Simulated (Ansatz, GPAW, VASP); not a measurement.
TePb: programs and potentials compared

```
Pb Te
1.0
     0.00000    3.23100    3.23100
     3.23100    0.00000    3.23100
     3.23100    3.23100    0.00000
Pb Te
1 1
Direct
  0.00000 0.00000 0.00000
  0.50000 0.50000 0.50000
```

Alike in all runs: task single point; functional PBE; k mesh 7 × 7 × 7; occupations gaussian, width 0.028 eV; no spin polarisation; no spin-orbit coupling. Pressure is positive in compression and, in plane waves, holds the error of the finite cutoff.

```
                        program and potentials  plane-wave cutoff (eV)  notes  pressure (GPa)
    GPAW, GPAW PAW data sets (gpaw-data 1.2.1)                     600      -            1.83
          VASP, PBE PAW files Pb_d, Te, 520 eV                     520      -            2.08
Ansatz, all-electron LAPW, scalar-relativistic                       -      -            2.12
```

The pressure spans 1.83 (GPAW, GPAW PAW data sets (gpaw-data 1.2.1)) to 2.12 GPa (Ansatz, all-electron LAPW, scalar-relativistic), with all-electron results at 2.12.

The functional is the same throughout but for its coding, so the spread measures potentials, basis and numerics; runs on potential files found faulty are left out.

All three calculations put rock-salt PbTe under compression at this volume, so PBE would relax the cell outwards. Since the cell is close to the experimental one, this matches the functional's familiar tendency to overestimate the lattice constants of heavy-element semiconductors. Its gradient correction favours inhomogeneous densities and so weakens the cohesion between large, polarisable atoms, here bound by polar Pb–Te p bonding. The positive pressure therefore reflects mainly the functional, not a real stress in the crystal at its observed volume.

VASP, at 2.08 GPa, nearly reproduces the all-electron value of 2.12 GPa, while GPAW lies lower at 1.83 GPa. The nominal cutoff does not order the two plane-wave results, as GPAW has the higher one; the difference probably reflects the construction of the data sets and how quickly each converges. The spread is small beside the pressure itself and leaves its sign unchanged. Agreement at a single volume does not, however, establish equal bulk moduli, which depend on how the pressure changes with volume.
